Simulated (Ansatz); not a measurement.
# Al2Ru: the cost of one run

Computed with Ansatz 0.2.0 (DFT PBEsol, scalar-relativistic, plane waves, PAW, unless a step's input says otherwise).

4 further runs of the same task are left out: 1 that didn't finish, 3 set aside as unsound or not needed.

## (1) The system as given

It takes space group I4/mmm (No. 139, tetragonal). Conventional cell: a = 3.121 Å, b = 3.121 Å, c = 8.423 Å, α = 90.00°, β = 90.00°, γ = 90.00°. Around Al (site symmetry 4mm) lie 5 Ru at 2.58 to 2.87 Å and 5 Al at 2.68 to 2.69 Å. Ru (site symmetry 4/mmm) is surrounded by 10 Al at 2.58 to 2.87 Å.

Coordinates:

```
CELL_PARAMETERS angstrom
-1.56068 1.56068 4.21155
1.56068 -1.56068 4.21155
1.56068 1.56068 -4.21155
ATOMIC_POSITIONS crystal
Al 0.65908 0.65908 0.00000
Al 0.34092 0.34092 0.00000
Ru 0.00000 0.00000 0.00000
```

It goes back to an entry of the Materials Project, which need not be the stable form.

It is the result of an earlier relaxation at this level (volume 13.68 Å³/atom; gap on the mesh: none (metal)).

## (2) The reference: the undisturbed cell on the scan's mesh

Contents of input.yaml:

```yaml
crystal:
  lattice:
    - [-1.560678882, 1.560678882, 4.2115520738]
    - [1.560678882, -1.560678882, 4.2115520738]
    - [1.560678882, 1.560678882, -4.2115520738]
  atoms:
    - { symbol: Al, position: [0.6590760825, 0.6590760825, 0.0] }
    - { symbol: Al, position: [0.3409239175, 0.3409239175, 0.0] }
    - { symbol: Ru, position: [0.0, 0.0, 0.0] }
basis:
  ecutwfc: 420
kpoints:
  mp_grid: { grid: [22, 22, 22] }
hamiltonian:
  xc: pbesol
scf:
  occupations: { method: gaussian, width: 0.15 }
output:
  forces: true
  stress: true
  eigenvalues: true
```

The run is started by

```console
> ansatz run input.yaml --threads 2 --pin off --max-ram 5120MiB --backend cpu --events-out ev --progress --plain --runs-dir out
```

What time and memory should one allow on 2 threads of Intel Xeon Platinum 8488C (Sapphire Rapids), shared host?

About 9.6 s, with a peak of 0.73 GiB.
